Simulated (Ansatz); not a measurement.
**CuO: relaxation of cell and atoms with r2SCAN**

The system is CuO.

```
Cu O
1.0
     2.83633    0.00000    0.00000
    -1.41816    2.45633    0.00000
     0.00000    0.00000    2.76811
Cu O
1 1
Direct
  0.00000 0.00000 0.00000
  0.66667 0.33333 0.50000
```

Measurements of this composition are mostly on another form, of space group No. 15.

```
Program             : Ansatz 0.2.0
Task                : relaxation of cell and atoms
Functional          : r2SCAN
Potentials or basis : Ansatz PAW
Cutoff              : 500 eV (not typed: the program's choice for these potentials)
k mesh              : 11 × 11 × 10
Occupations         : fermi-dirac, width 0.05 eV
Spin                : no spin polarisation
```

The relaxed volume is 9.30 Å³/atom, the relaxed cell is a = 2.843 Å, b = 2.843 Å, c = 2.656 Å, α = 90.00°, β = 90.00°, γ = 120.00° and the space group after relaxing (to 0.05 Å) is P-6m2 (No. 187). The energy gained by relaxing is 20.4 meV/atom, the ionic steps are 7 and the pressure after relaxing is 0.0 GPa. The band gap on the k mesh is none (metal or under the smearing width).

Step by step:
| step | energy change (eV) | largest force (eV/Å) | volume (Å³) |
| --- | --- | --- | --- |
| 1 | 0.0000 | 0.0000 | 19.29 |
| 2 | -0.0353 | 0.0000 | 18.98 |
| 3 | -0.0414 | 0.0000 | 18.54 |
| 4 | -0.0415 | 0.0000 | 18.60 |
| 5 | -0.0407 | 0.0000 | 18.60 |
| 6 | -0.0407 | 0.0000 | 18.60 |
| 7 | -0.0407 | 0.0000 | 18.60 |

Final structure:
```xyz
2
Lattice="2.8434 0.0000 0.0000 -1.4217 2.4625 0.0000 0.0000 0.0000 2.6561" Properties=species:S:1:pos:R:3 pbc="T T T"
Cu    0.0000    0.0000    0.0000
O     1.4217    0.8208    1.3281
```

Levels at points of the mesh, in eV from the Fermi level:
```
            k point  band 9  band 10  band 11  band 12  band 13  band 14  band 15  band 16  band 17
 (0.00, 0.00, 0.00)   -2.57    -1.77    -1.77    -0.18    -0.18     1.72    16.51    16.98    16.98
(0.00, 0.00, -0.50)   -2.34    -2.34    -1.53    -0.26    -0.26     8.23     8.24    21.93    21.93
```

Run time: 28 s on 2 threads of Arm Neoverse V2, with other jobs on the host, peak memory 0.4 GiB.

Caveat: the plane-wave basis is chosen anew once the cell has moved, so the energies of steps on either side of that aren't comparable; an odd number of electrons without spin polarisation forces a metal; a magnetic or distorted state may lie lower; the run has no spin polarisation, though such a crystal can be magnetic; semilocal functionals often make such compounds metallic where correlation or magnetic order opens a gap, which also shifts bond lengths; the PAW data sets come from PBE, with cores solved anew for the run's functional, which leaves a small shift of forces and pressure. With open d or f shells a metallic result of r2SCAN can be an artefact of self-interaction; +U or a hybrid may open a gap.
